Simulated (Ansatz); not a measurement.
The cell is built from the sc type as a first guess.

Cs: DFT, PBE, PAW with Ansatz's default frozen-core files, scalar-relativistic (Ansatz 0.2.0).

The relaxation starts from this cell:

```
CELL_PARAMETERS angstrom
3.21951 0.00000 0.00000
0.00000 3.21951 0.00000
0.00000 0.00000 3.21951
ATOMIC_POSITIONS crystal
Cs 0.00000 0.00000 0.00000
```

Output:

```
Engine: ansatz 0.2.0
Pseudopotentials: kind: paw
Pseudopotential: Cs, paw, valence charge 9, recommended cutoff 420 eV (normal)
Functional definition: PBE
  parameter kappa = 0.804
  parameter beta = 0.06672455060314922
  exchange = pbe_x(kappa = kappa, mu = beta*pi^2/3)
  correlation = pbe_c(beta = beta)
Crystal: 1 atoms, lattice volume = 33.371 Å³
Basis set: ecut = 420 eV, 619 PW (Γ), exchange–correlation on 48×48×48 points (8 copies of the dense FFT grid, shifted against one another)
Bands: 9, of which v1, the nominal top of the filled ones, is band 5 counted from 1 (4 counted from 0)
Symmetry: 48 space group operations
Space group: Pm-3m (ITA 221), of the structure as read, at distance tolerance 3.2e-5 Å
k-points: 56 of 1331
Non-local potential: Cs, projectors of the file, l = 0: 3, l = 1: 2, l = 2: 2, l = 3: 2
PAW form: soft (Blöchl's): semilocal exchange-correlation on the pseudo side does not see the compensation charge
PAW one-centre angular grid: Cs, 194 points (default); XC on 64 Gauss nodes
Initial density: superposition of atomic densities (neutral atoms: chi_scale 0, normalization atom), corrected by the library's trained network
Initial wavefunctions: pseudopotential atomic-orbital guess
Functional: x = pbe(κ = 0.804, μ = 0.2195149727645171), c = pbe(β = 0.06672455060314922)
SCF iter   1: F=—  HF=-5669.404457 eV  |F-HF|=—  |Δ(HF+E_count)|=         —  Δρ=1.14e-2  dr2=9.33e-2  ethr=1.77e-3  ⟨swp⟩=7.9  Hψ=4381  notcnv=0
preconditioner: auto → none  [metal: Δε(μ)=0.054 eV  Ē_g=13.615 eV  σ=0.050 eV  W_gap=0.26  n_scr=6 (ndim 8)  ℏωp=17.0 eV  f_vac=0.000  D(μ)=0.80/eV (n_scr^D=6)  sad-step TF]
SCF iter   2: F=—  HF=-5669.386841 eV  |F-HF|=—  |Δ(HF+E_count)|=   1.76e-2  Δρ=7.79e-3  dr2=4.44e-2  ethr=1.04e-3  ⟨swp⟩=1.9  Hψ=1035  notcnv=0  defer=1
SCF iter   3: F=—  HF=-5669.374809 eV  |F-HF|=—  |Δ(HF+E_count)|=   1.20e-2  Δρ=1.35e-3  dr2=1.21e-3  ethr=4.93e-4  ⟨swp⟩=3.0  Hψ=948  notcnv=0  defer=3
SCF iter   4: F=—  HF=-5669.374635 eV  |F-HF|=—  |Δ(HF+E_count)|=   1.75e-4  Δρ=1.05e-4  dr2=1.89e-6  ethr=1.34e-5  ⟨swp⟩=2.2  Hψ=749  notcnv=0  defer=3
SCF iter   5: F=—  HF=-5669.374613 eV  |F-HF|=—  |Δ(HF+E_count)|=   2.19e-5  Δρ=8.00e-6  dr2=1.94e-8  ethr=2.10e-8  ⟨swp⟩=2.5  Hψ=761  notcnv=0  defer=3
SCF iter   6: F=-5669.374613 eV  HF=-5669.374613 eV  |F-HF|=9.28e-11  |Δ(HF+E_count)|=   6.57e-9  Δρ=9.91e-7  dr2=2.28e-10  ethr=2.15e-10  ⟨swp⟩=2.2  Hψ=1691  notcnv=0
SCF 1 converged in 6 iterations: F = -5669.374613 eV  dr2 = 2.28e-10
  greatest PAW one-centre occupation: 0.923 electrons in one spin orbital (limit 2), on the Cs atom at site 0 (counted from 0), in its partial waves of l = 0
relax step   1: F+E_penalty+E_count = -5669.37461269 eV  Δ(F+E_penalty+E_count) = +0.000e0 eV  max|allowed force component| = 0.000e0 eV/Å  Δτ_max = 0.0000 Å  P = +13.571 GPa  Ω = 33.371 Å³  (6 SCF iters, dr2 threshold 1.00e-7 eV, accepted)
Crystal: 1 atoms, lattice volume = 38.493 Å³
Basis set: ecut = 420 eV, 739 PW (Γ), exchange–correlation on 48×48×48 points (8 copies of the dense FFT grid, shifted against one another)
Initial density: handed on by an earlier stage of this run
Initial wavefunctions: those handed on with the density
iter 1 solved again at ethr=6.77e-5 eV; its pass at ethr=3.10e-3 eV (dr2=6.10e-3 eV) is discarded
SCF iter   1: F=—  HF=-5669.704294 eV  |F-HF|=—  |Δ(HF+E_count)|=         —  Δρ=3.16e-3  dr2=6.69e-3  ethr=6.77e-5  ⟨swp⟩=1.8  Hψ=4926  notcnv=0
preconditioner: auto → none  [metal: Δε(μ)=0.025 eV  Ē_g=13.101 eV  σ=0.050 eV  W_gap=0.12  n_scr=6 (ndim 8)  ℏωp=15.8 eV  f_vac=0.000  D(μ)=1.02/eV (n_scr^D=6)]
SCF iter   2: F=—  HF=-5669.701392 eV  |F-HF|=—  |Δ(HF+E_count)|=   2.90e-3  Δρ=7.83e-4  dr2=3.86e-4  ethr=6.77e-5  ⟨swp⟩=2.9  Hψ=959  notcnv=0
SCF iter   3: F=—  HF=-5669.701182 eV  |F-HF|=—  |Δ(HF+E_count)|=   2.10e-4  Δρ=1.47e-4  dr2=4.47e-6  ethr=4.29e-6  ⟨swp⟩=2.5  Hψ=755  notcnv=0
SCF iter   4: F=—  HF=-5669.701150 eV  |F-HF|=—  |Δ(HF+E_count)|=   3.21e-5  Δρ=1.02e-5  dr2=2.91e-8  ethr=1.11e-9  ⟨swp⟩=3.2  Hψ=2007  notcnv=0
SCF iter   5: F=-5669.701150 eV  HF=-5669.701150 eV  |F-HF|=3.71e-10  |Δ(HF+E_count)|=   2.53e-8  Δρ=1.06e-6  dr2=2.93e-10  ethr=3.23e-10  ⟨swp⟩=2.0  Hψ=1628  notcnv=0
SCF 2 converged in 5 iterations: F = -5669.701150 eV  dr2 = 2.93e-10
  greatest PAW one-centre occupation: 0.925 electrons in one spin orbital (limit 2), on the Cs atom at site 0 (counted from 0), in its partial waves of l = 0
relax step   2: F+E_penalty+E_count = -5669.70115041 eV  Δ(F+E_penalty+E_count) = -3.265e-1 eV  max|allowed force component| = 0.000e0 eV/Å  Δτ_max = 0.0000 Å  P = +7.738 GPa  Ω = 38.493 Å³  energy of the carried Pulay correction = -3.269e-5 eV  (5 SCF iters, dr2 threshold 1.00e-7 eV, accepted)
Crystal: 1 atoms, lattice volume = 44.115 Å³
Basis set: ecut = 420 eV, 847 PW (Γ), exchange–correlation on 48×48×48 points (8 copies of the dense FFT grid, shifted against one another)
iter 1 solved again at ethr=7.94e-5 eV; its pass at ethr=3.10e-3 eV (dr2=7.15e-3 eV) is discarded
SCF iter   1: F=—  HF=-5669.921060 eV  |F-HF|=—  |Δ(HF+E_count)|=         —  Δρ=3.05e-3  dr2=7.46e-3  ethr=7.94e-5  ⟨swp⟩=1.2  Hψ=4989  notcnv=0
preconditioner: auto → none  [metal: Δε(μ)=0.025 eV  Ē_g=12.701 eV  σ=0.050 eV  W_gap=0.12  n_scr=6 (ndim 8)  ℏωp=14.8 eV  f_vac=0.000  D(μ)=1.57/eV (n_scr^D=18)]
SCF iter   2: F=—  HF=-5669.917845 eV  |F-HF|=—  |Δ(HF+E_count)|=   3.21e-3  Δρ=7.29e-4  dr2=4.01e-4  ethr=7.94e-5  ⟨swp⟩=3.0  Hψ=970  notcnv=0
SCF iter   3: F=—  HF=-5669.917671 eV  |F-HF|=—  |Δ(HF+E_count)|=   1.75e-4  Δρ=1.54e-4  dr2=6.06e-6  ethr=4.45e-6  ⟨swp⟩=2.4  Hψ=761  notcnv=0
SCF iter   4: F=—  HF=-5669.917641 eV  |F-HF|=—  |Δ(HF+E_count)|=   2.99e-5  Δρ=1.18e-5  dr2=4.58e-8  ethr=1.11e-9  ⟨swp⟩=3.7  Hψ=2105  notcnv=0
SCF iter   5: F=-5669.917641 eV  HF=-5669.917641 eV  |F-HF|=6.85e-10  |Δ(HF+E_count)|=   3.30e-8  Δρ=1.57e-6  dr2=1.11e-9  ethr=5.09e-10  ⟨swp⟩=3.0  Hψ=1846  notcnv=0
SCF 3 converged in 5 iterations: F = -5669.917641 eV  dr2 = 1.11e-9
  greatest PAW one-centre occupation: 0.927 electrons in one spin orbital (limit 2), on the Cs atom at site 0 (counted from 0), in its partial waves of l = 0
relax step   3: F+E_penalty+E_count = -5669.91764076 eV  Δ(F+E_penalty+E_count) = -2.165e-1 eV  max|allowed force component| = 0.000e0 eV/Å  Δτ_max = 0.0000 Å  P = +5.066 GPa  Ω = 44.115 Å³  energy of the carried Pulay correction = -6.364e-5 eV  (5 SCF iters, dr2 threshold 1.00e-7 eV, accepted)
Crystal: 1 atoms, lattice volume = 50.258 Å³
Basis set: ecut = 420 eV, 1021 PW (Γ), exchange–correlation on 48×48×48 points (8 copies of the dense FFT grid, shifted against one another)
iter 1 solved again at ethr=7.23e-5 eV; its pass at ethr=3.10e-3 eV (dr2=6.50e-3 eV) is discarded
SCF iter   1: F=—  HF=-5670.083445 eV  |F-HF|=—  |Δ(HF+E_count)|=         —  Δρ=2.64e-3  dr2=6.82e-3  ethr=7.23e-5  ⟨swp⟩=1.4  Hψ=5032  notcnv=0
[...]
SCF iter   2: F=—  HF=-5670.593787 eV  |F-HF|=—  |Δ(HF+E_count)|=   1.21e-3  Δρ=1.41e-3  dr2=3.32e-4  ethr=1.67e-5  ⟨swp⟩=1.2  Hψ=541  notcnv=0
SCF iter   3: F=—  HF=-5670.594297 eV  |F-HF|=—  |Δ(HF+E_count)|=   5.10e-4  Δρ=8.10e-5  dr2=1.26e-6  ethr=3.69e-6  ⟨swp⟩=2.4  Hψ=794  notcnv=0
SCF iter   4: F=—  HF=-5670.594302 eV  |F-HF|=—  |Δ(HF+E_count)|=   5.29e-6  Δρ=9.59e-6  dr2=4.53e-8  ethr=1.40e-8  ⟨swp⟩=2.0  Hψ=762  notcnv=0
SCF iter   5: F=—  HF=-5670.594302 eV  |F-HF|=—  |Δ(HF+E_count)|=   5.33e-8  Δρ=4.39e-7  dr2=3.10e-10  ethr=5.03e-10  ⟨swp⟩=2.7  Hψ=777  notcnv=0
SCF iter   6: F=-5670.594302 eV  HF=-5670.594302 eV  |F-HF|=3.64e-12  |Δ(HF+E_count)|=  4.82e-11  Δρ=6.11e-8  dr2=3.69e-12  ethr=1.00e-12  ⟨swp⟩=6.0  Hψ=2010  notcnv=0
SCF 11 converged in 6 iterations: F = -5670.594302 eV  dr2 = 3.69e-12
relax step  11: F+E_penalty+E_count = -5670.59430185 eV  Δ(F+E_penalty+E_count) = -1.172e-1 eV  max|allowed force component| = 0.000e0 eV/Å  Δτ_max = 0.0000 Å  P = +0.861 GPa  Ω = 91.589 Å³  stress off target by 8.61e-1 GPa  SCF on the basis re-selected at this cell (its energy is not comparable with the rows above)  (6 SCF iters)
basis re-selected at this cell: Δ(F+E_penalty+E_count) = -1.172e-1 eV, ΔP = +0.866 GPa vs the last step (what re-selecting the basis moved, of the pressure what is left beyond the Pulay correction that the steps carried, after the strain that the cell walked since its last selection, with what the two solves' SCF thresholds leave and, on support functions, any second-order correction that the steps lacked; it is no measure of the basis error at this ecutwfc). The dense FFT grid was sized anew with the basis: this SCF ran on 32×32×32 points, the steps before it on 24×24×24, so part of this shift can come from that change (see relax.cell in the input reference). This SCF's stress stands 8.61e-1 GPa from its target on what of the cell is left free (relax.cell.stress_tol is 5.00e-2 GPa) and its largest allowed force component is 0.00e0 eV/Å (relax.f_tol is 5.00e-3 eV/Å): not within both, so this SCF does not close the relaxation
Crystal: 1 atoms, lattice volume = 101.493 Å³
Basis set: ecut = 420 eV, 1935 PW (Γ), exchange–correlation on 64×64×64 points (8 copies of the dense FFT grid, shifted against one another)
iter 1 solved again at ethr=9.75e-6 eV; its pass at ethr=3.10e-3 eV (dr2=8.77e-4 eV) is discarded
SCF iter   1: F=—  HF=-5670.637636 eV  |F-HF|=—  |Δ(HF+E_count)|=         —  Δρ=5.24e-4  dr2=1.09e-3  ethr=9.75e-6  ⟨swp⟩=2.1  Hψ=5213  notcnv=0
preconditioner: auto → none  [metal: Δε(μ)=0.074 eV  Ē_g=2.684 eV  σ=0.050 eV  W_gap=0.33  n_scr=6 (ndim 8)  ℏωp=3.7 eV  f_vac=0.000  D(μ)=1.38/eV (n_scr^D=6)]
SCF iter   2: F=—  HF=-5670.637427 eV  |F-HF|=—  |Δ(HF+E_count)|=   2.09e-4  Δρ=1.94e-4  dr2=1.52e-4  ethr=9.75e-6  ⟨swp⟩=2.2  Hψ=755  notcnv=0
SCF iter   3: F=—  HF=-5670.637454 eV  |F-HF|=—  |Δ(HF+E_count)|=   2.68e-5  Δρ=4.72e-5  dr2=7.29e-6  ethr=1.69e-6  ⟨swp⟩=1.7  Hψ=556  notcnv=0
SCF iter   4: F=—  HF=-5670.637462 eV  |F-HF|=—  |Δ(HF+E_count)|=   7.67e-6  Δρ=5.26e-6  dr2=3.87e-8  ethr=1.11e-9  ⟨swp⟩=3.9  Hψ=2053  notcnv=0
SCF iter   5: F=-5670.637462 eV  HF=-5670.637462 eV  |F-HF|=3.61e-10  |Δ(HF+E_count)|=   4.59e-8  Δρ=7.40e-7  dr2=4.72e-10  ethr=4.30e-10  ⟨swp⟩=3.0  Hψ=1815  notcnv=0
SCF 12 converged in 5 iterations: F = -5670.637462 eV  dr2 = 4.72e-10
relax step  12: F+E_penalty+E_count = -5670.63746182 eV  Δ(F+E_penalty+E_count) = -4.316e-2 eV  max|allowed force component| = 0.000e0 eV/Å  Δτ_max = 0.0000 Å  P = +0.544 GPa  Ω = 101.493 Å³  energy of the carried Pulay correction = -4.050e-5 eV  (5 SCF iters, dr2 threshold 1.00e-7 eV, accepted)
Crystal: 1 atoms, lattice volume = 112.367 Å³
Basis set: ecut = 420 eV, 2205 PW (Γ), exchange–correlation on 64×64×64 points (8 copies of the dense FFT grid, shifted against one another)
iter 1 solved again at ethr=6.05e-6 eV; its pass at ethr=3.10e-3 eV (dr2=5.44e-4 eV) is discarded
SCF iter   1: F=—  HF=-5670.664269 eV  |F-HF|=—  |Δ(HF+E_count)|=         —  Δρ=3.86e-4  dr2=7.02e-4  ethr=6.05e-6  ⟨swp⟩=2.2  Hψ=5273  notcnv=0
preconditioner: auto → none  [metal: Δε(μ)=0.031 eV  Ē_g=2.579 eV  σ=0.050 eV  W_gap=0.16  n_scr=6 (ndim 8)  ℏωp=3.5 eV  f_vac=0.000  D(μ)=1.21/eV (n_scr^D=6)]
SCF iter   2: F=—  HF=-5670.664140 eV  |F-HF|=—  |Δ(HF+E_count)|=   1.29e-4  Δρ=1.50e-4  dr2=9.63e-5  ethr=6.05e-6  ⟨swp⟩=2.5  Hψ=782  notcnv=0
SCF iter   3: F=—  HF=-5670.664153 eV  |F-HF|=—  |Δ(HF+E_count)|=   1.29e-5  Δρ=3.45e-5  dr2=4.27e-6  ethr=1.07e-6  ⟨swp⟩=1.6  Hψ=623  notcnv=0
SCF iter   4: F=-5670.664155 eV  HF=-5670.664155 eV  |F-HF|=2.02e-8  |Δ(HF+E_count)|=   2.26e-6  Δρ=4.14e-6  dr2=2.56e-8  ethr=1.11e-9  ⟨swp⟩=3.8  Hψ=2042  notcnv=0
SCF 13 converged in 4 iterations: F = -5670.664155 eV  dr2 = 2.56e-8
relax step  13: F+E_penalty+E_count = -5670.66415524 eV  Δ(F+E_penalty+E_count) = -2.669e-2 eV  max|allowed force component| = 0.000e0 eV/Å  Δτ_max = 0.0000 Å  P = +0.258 GPa  Ω = 112.367 Å³  energy of the carried Pulay correction = -8.830e-5 eV  (4 SCF iters, dr2 threshold 1.00e-7 eV, accepted)
Crystal: 1 atoms, lattice volume = 123.692 Å³
Basis set: ecut = 420 eV, 2469 PW (Γ), exchange–correlation on 64×64×64 points (8 copies of the dense FFT grid, shifted against one another)
iter 1 solved again at ethr=3.44e-6 eV; its pass at ethr=3.10e-3 eV (dr2=3.10e-4 eV) is discarded
SCF iter   1: F=—  HF=-5670.674503 eV  |F-HF|=—  |Δ(HF+E_count)|=         —  Δρ=2.90e-4  dr2=4.17e-4  ethr=3.44e-6  ⟨swp⟩=2.7  Hψ=5402  notcnv=0
preconditioner: auto → none  [metal: Δε(μ)=0.049 eV  Ē_g=2.493 eV  σ=0.050 eV  W_gap=0.24  n_scr=6 (ndim 8)  ℏωp=3.3 eV  f_vac=0.000  D(μ)=1.17/eV (n_scr^D=6)]
SCF iter   2: F=—  HF=-5670.674468 eV  |F-HF|=—  |Δ(HF+E_count)|=   3.50e-5  Δρ=1.18e-4  dr2=5.70e-5  ethr=3.44e-6  ⟨swp⟩=2.4  Hψ=784  notcnv=0
SCF iter   3: F=—  HF=-5670.674478 eV  |F-HF|=—  |Δ(HF+E_count)|=   9.95e-6  Δρ=2.67e-5  dr2=2.44e-6  ethr=6.33e-7  ⟨swp⟩=1.7  Hψ=639  notcnv=0
SCF iter   4: F=-5670.674480 eV  HF=-5670.674480 eV  |F-HF|=1.36e-8  |Δ(HF+E_count)|=   2.05e-6  Δρ=3.03e-6  dr2=1.43e-8  ethr=1.11e-9  ⟨swp⟩=3.8  Hψ=2028  notcnv=0
SCF 14 converged in 4 iterations: F = -5670.674480 eV  dr2 = 1.43e-8
relax step  14: F+E_penalty+E_count = -5670.67447985 eV  Δ(F+E_penalty+E_count) = -1.032e-2 eV  max|allowed force component| = 0.000e0 eV/Å  Δτ_max = 0.0000 Å  P = +0.048 GPa  Ω = 123.692 Å³  energy of the carried Pulay correction = -1.305e-4 eV  (4 SCF iters, dr2 threshold 1.00e-7 eV, accepted)
Crystal: 1 atoms, lattice volume = 126.597 Å³
Basis set: ecut = 420 eV, 2517 PW (Γ), exchange–correlation on 64×64×64 points (8 copies of the dense FFT grid, shifted against one another)
iter 1 solved again at ethr=1.68e-7 eV; its pass at ethr=3.10e-3 eV (dr2=1.51e-5 eV) is discarded
SCF iter   1: F=—  HF=-5670.674954 eV  |F-HF|=—  |Δ(HF+E_count)|=         —  Δρ=6.43e-5  dr2=1.84e-5  ethr=1.68e-7  ⟨swp⟩=3.0  Hψ=5401  notcnv=0
preconditioner: auto → none  [metal: Δε(μ)=0.053 eV  Ē_g=2.475 eV  σ=0.050 eV  W_gap=0.26  n_scr=6 (ndim 8)  ℏωp=3.3 eV  f_vac=0.000  D(μ)=1.17/eV (n_scr^D=6)]
SCF iter   2: F=—  HF=-5670.674945 eV  |F-HF|=—  |Δ(HF+E_count)|=   9.48e-6  Δρ=2.69e-5  dr2=2.56e-6  ethr=1.68e-7  ⟨swp⟩=2.0  Hψ=760  notcnv=0
SCF iter   3: F=—  HF=-5670.674948 eV  |F-HF|=—  |Δ(HF+E_count)|=   3.02e-6  Δρ=6.10e-6  dr2=1.12e-7  ethr=2.84e-8  ⟨swp⟩=1.9  Hψ=590  notcnv=0
SCF iter   4: F=—  HF=-5670.674948 eV  |F-HF|=—  |Δ(HF+E_count)|=   7.96e-8  Δρ=6.46e-7  dr2=6.54e-10  ethr=1.25e-9  ⟨swp⟩=2.3  Hψ=714  notcnv=0
SCF iter   5: F=-5670.674948 eV  HF=-5670.674948 eV  |F-HF|=1.09e-11  |Δ(HF+E_count)|=  8.36e-10  Δρ=4.28e-8  dr2=2.74e-12  ethr=1.00e-12  ⟨swp⟩=5.3  Hψ=2446  notcnv=0
SCF 15 converged in 5 iterations: F = -5670.674948 eV  dr2 = 2.74e-12
relax step  15: F+E_penalty+E_count = -5670.67494761 eV  Δ(F+E_penalty+E_count) = -4.678e-4 eV  max|allowed force component| = 0.000e0 eV/Å  Δτ_max = 0.0000 Å  P = +0.005 GPa  Ω = 126.597 Å³  energy of the carried Pulay correction = -1.403e-4 eV  (5 SCF iters, accepted)
Basis set: ecut = 420 eV, 2517 PW (Γ), exchange–correlation on 72×72×72 points (8 copies of the dense FFT grid, shifted against one another)
iter 1 solved again at ethr=2.94e-8 eV; its pass at ethr=3.10e-3 eV (dr2=2.65e-6 eV) is discarded
SCF iter   1: F=—  HF=-5670.676126 eV  |F-HF|=—  |Δ(HF+E_count)|=         —  Δρ=1.16e-4  dr2=2.02e-6  ethr=2.94e-8  ⟨swp⟩=3.6  Hψ=5933  notcnv=0
preconditioner: auto → none  [metal: Δε(μ)=0.053 eV  Ē_g=2.476 eV  σ=0.050 eV  W_gap=0.26  n_scr=6 (ndim 8)  ℏωp=3.3 eV  f_vac=0.000  D(μ)=1.17/eV (n_scr^D=6)]
SCF iter   2: F=—  HF=-5670.676135 eV  |F-HF|=—  |Δ(HF+E_count)|=   8.36e-6  Δρ=5.89e-5  dr2=5.06e-7  ethr=2.25e-8  ⟨swp⟩=2.0  Hψ=762  notcnv=0
SCF iter   3: F=—  HF=-5670.676138 eV  |F-HF|=—  |Δ(HF+E_count)|=   3.12e-6  Δρ=1.58e-6  dr2=1.01e-9  ethr=5.62e-9  ⟨swp⟩=2.0  Hψ=762  notcnv=0
SCF iter   4: F=—  HF=-5670.676138 eV  |F-HF|=—  |Δ(HF+E_count)|=   2.24e-9  Δρ=4.96e-7  dr2=1.97e-10  ethr=1.12e-11  ⟨swp⟩=2.0  Hψ=777  notcnv=0
SCF iter   5: F=-5670.676138 eV  HF=-5670.676138 eV  |F-HF|=5.46e-12  |Δ(HF+E_count)|=  7.91e-11  Δρ=8.93e-8  dr2=5.68e-12  ethr=1.00e-12  ⟨swp⟩=4.2  Hψ=2229  notcnv=0
SCF 16 converged in 5 iterations: F = -5670.676138 eV  dr2 = 5.68e-12
relax step  16: F+E_penalty+E_count = -5670.67613765 eV  Δ(F+E_penalty+E_count) = -1.190e-3 eV  max|allowed force component| = 0.000e0 eV/Å  Δτ_max = 0.0000 Å  P = +0.022 GPa  Ω = 126.597 Å³  stress off target by 2.23e-2 GPa  SCF on the basis re-selected at this cell (its energy is not comparable with the rows above)  (5 SCF iters)
basis re-selected at this cell: Δ(F+E_penalty+E_count) = -1.190e-3 eV, ΔP = +0.017 GPa vs the last step (what re-selecting the basis moved, of the pressure what is left beyond the Pulay correction that the steps carried, after the strain that the cell walked since its last selection, with what the two solves' SCF thresholds leave and, on support functions, any second-order correction that the steps lacked; it is no measure of the basis error at this ecutwfc). The dense FFT grid was sized anew with the basis: this SCF ran on 36×36×36 points, the steps before it on 32×32×32, so part of this shift can come from that change (see relax.cell in the input reference). This SCF's stress stands 2.23e-2 GPa from its target on what of the cell is left free (relax.cell.stress_tol is 5.00e-2 GPa) and its largest allowed force component is 0.00e0 eV/Å (relax.f_tol is 5.00e-3 eV/Å): within both
SCF converged after 5 iterations
Free energy (F): -5670.676138 eV
Harris-Foulkes:  -5670.676138 eV  (|F-HF|=5.46e-12)
Internal energy: -5670.666660 eV  (E = F + TS)
E sigma→0 (E₀):  -5670.671399 eV
Entropy (-TS):   -0.009477 eV (-9.477 meV/atom)
Fermi energy:    1.872837 eV
--- Per-component energies (eV) ---
  E_band       = -96.935814
  E_kinetic    = 140.599679
  E_local      = -422.328329  (includes V_loc(G=0)·N_el)
  E_nonlocal   = 30.237128
  E_hartree    = 149.884154
  E_xc         = -172.756263
  E_vxc        = -124.381162  (∫ρ·V_xc dr)
  E_paw        = -5066.766290  (= ΣΔE_a)
  E_vpaw       = -20.831465  (= ΣTr[D̂ρ^β])
  E_aug_tail   = -0.000001  (compensation charges beyond the density's cutoff)
  E_ewald      = -329.536739
  E_smearing   = -0.009477  (= −TS)
  E_closure    = -0.000000  (closes the sum)
  Σ components = -5670.676138   (vs F -5670.676138, Δ=0.00e0)
--- Forces (eV/Å), atoms counted from 1 ---
  atom   1  Cs     0.00000000     0.00000000     0.00000000
  max |Σ_I F_I| component: 2.05e-33 eV/Å
--- Stress (GPa, compression-positive) ---
        0.022327      -0.000000      -0.000000
       -0.000000       0.022327      -0.000000
       -0.000000      -0.000000       0.022327
  P = ⅓ Tr σ = 0.0223 GPa (0.223 kbar)
--- Relaxed structure (14 steps of the walk, 14 accepted, 2 SCFs on fresh bases) ---
  F+E_penalty+E_count = -5670.67613765 eV   max|allowed force component| = 0.000e0 eV/Å   (the final SCF, on the basis selected at the relaxed cell)
  cell:  # Å, volume = 126.5970 Å³
    - [5.021203874905262, -2.0021646713525634e-33, -1.733336949948512e-33]
    - [1.528706893357369e-33, 5.021203874905262, -2.2469182684517757e-34]
    - [-2.5679065925163096e-34, -7.382731453484404e-34, 5.021203874905262]
  atoms:
    - { symbol: Cs, position: [0.0, 0.0, 0.0] }
```
